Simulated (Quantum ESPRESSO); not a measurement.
# In in Quantum ESPRESSO: the effect of strain

In:

```xyz
1
Lattice="-1.8825 1.8825 1.8072 1.8825 -1.8825 1.8072 1.8825 1.8825 -1.8072" Properties=species:S:1:pos:R:3 pbc="T T T"
In    0.0000    0.0000    0.0000
```

Alike in all runs:

```yaml
Program: Quantum ESPRESSO 7.5
Task: single point
Functional: PBEsol
Potentials_or_basis: GBRV 1.5 PBEsol
Cutoff: 762 eV
Density_cutoff: 6095 eV
k_mesh: 10 × 10 × 10
Occupations: fermi-dirac, width 0.05 eV
Spin: no spin polarisation
Kind_of_strain: uniaxial_z
Mixing_beta: 0.5
Most_SCF_iterations: 120
SCF_threshold: 2e-10 Ry
```

```csv
strain,pressure (GPa)
-0.04,0.1
-0.02,-0.7
-0.01,-1.2
0,-1.5
0.01,-1.9
0.02,-2.2
0.04,?
```

What does the run with strain 0.04 give?

Pressure -2.8 GPa.

Worked out: A parabola through the other rows of the pressure, of slope -28 GPa per unit of strain there, extrapolates to -2.8 GPa, against the run's -2.8.
